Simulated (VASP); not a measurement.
The system is Zn.

```xyz
2
Lattice="2.6700 0.0000 0.0000 -1.3350 2.3123 0.0000 0.0000 0.0000 4.9660" Properties=species:S:1:pos:R:3 pbc="T T T"
Zn    1.3350    0.7708    3.7245
Zn    0.0000    1.5415    1.2415
```

* Program: VASP 6.6.1
* Task: relaxation of cell and atoms
* Functional: LDA
* Potentials or basis: VASP PAW LDA potentials, release 64 (Zn)
* Cutoff: 600 eV
* k mesh: 10 × 10 × 6
* Occupations: fermi-dirac, width 0.05 eV
* Spin: no spin polarisation

At the start: pressure -8.9 GPa; volume 15.33 Å³/atom.

Problem. Where does the relaxation end?

Solution. Over 8 steps the energy falls by 51.5 meV/atom and the volume is 13.70 Å³/atom (-10.6 %); space group P6_3/mmc (No. 194, to 0.05 Å).

Step by step:
| step | energy change (eV) | largest force (eV/Å) | pressure (GPa) | volume (Å³) |
| --- | --- | --- | --- | --- |
| 1 | 0.0000 | 0.0000 | -8.91 | 30.66 |
| 2 | -0.0984 | 0.0000 | 1.90 | 27.03 |
| 3 | -0.1017 | 0.0000 | -0.08 | 27.51 |
| 4 | -0.1016 | 0.0000 | -0.32 | 27.58 |
| 5 | -0.1026 | 0.0000 | -0.34 | 27.50 |
| 6 | -0.1029 | 0.0000 | -0.26 | 27.44 |
| 7 | -0.1029 | 0.0000 | 0.11 | 27.34 |
| 8 | -0.1029 | 0.0000 | 0.01 | 27.40 |

Final structure:
```cif
data_structure
_symmetry_space_group_name_H-M 'P 1'
_symmetry_Int_Tables_number 1
_cell_length_a 2.5696
_cell_length_b 2.5696
_cell_length_c 4.7907
_cell_angle_alpha 90.000
_cell_angle_beta 90.000
_cell_angle_gamma 120.000
_cell_volume 27.40
loop_
_atom_site_label
_atom_site_type_symbol
_atom_site_fract_x
_atom_site_fract_y
_atom_site_fract_z
_atom_site_occupancy
Zn1 Zn 0.66667 0.33333 0.75000 1
Zn2 Zn 0.33333 0.66667 0.25000 1
```

Caveat: the volume moved by -11 % from the deposited cell, more than functionals usually miss.
